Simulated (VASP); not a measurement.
Input of a VASP 6.6.1 run:

The input INCAR:

```
SYSTEM = CoO
ALGO = Normal ; EDIFF = 1E-6
ENCUT = 520 ; ISIF = 2
ISMEAR = 0 ; ISPIN = 2
LASPH = .True. ; LCHARG = .True.
LDAU = .True. ; LDAUJ = 0 0
LDAUL = 2 -1 ; LDAUPRINT = 1
LDAUTYPE = 2 ; LDAUU = 3 0
LELF = .True. ; LMAXMIX = 4
LMIXTAU = .True. ; LORBIT = 11
LREAL = .False. ; LVHAR = .True.
LWAVE = .False. ; MAGMOM = 2 0
METAGGA = R2SCAN ; NBANDS = 18
NELM = 100 ; NUPDOWN = 4
PREC = Accurate ; SIGMA = 0.05
```

Contents of KPOINTS:

```
k-points
0
Gamma
  8 8 8
  0 0 0
```

POSCAR

```
CoO
1.0
    0.0000000000      2.1315016600      2.1315016600
    2.1315016600      0.0000000000      2.1315016600
    2.1315016600      2.1315016600      0.0000000000
Co O
1 1
Direct
    0.0000000000      0.0000000000      0.0000000000
    0.5000000000      0.5000000000      0.5000000000
```

Potentials or basis: VASP PAW PBE potentials, release 64 (Co, O).

The run is started by

```sh
$ cat potpaw_PBE.64/Co/POTCAR potpaw_PBE.64/O/POTCAR > POTCAR
$ mpirun -np 1 vasp_std > vasp.out
```

(1) What does it give for the pressure?

Answers

(1) 14.2 GPa.

Caveat: the moment is held away from its start; the PAW data sets were made with another functional, which shifts forces and pressure a little; the total moment is fixed, so each spin has its own Fermi level; a cell with one magnetic atom can't hold antiferromagnetic order, which such compounds often take.
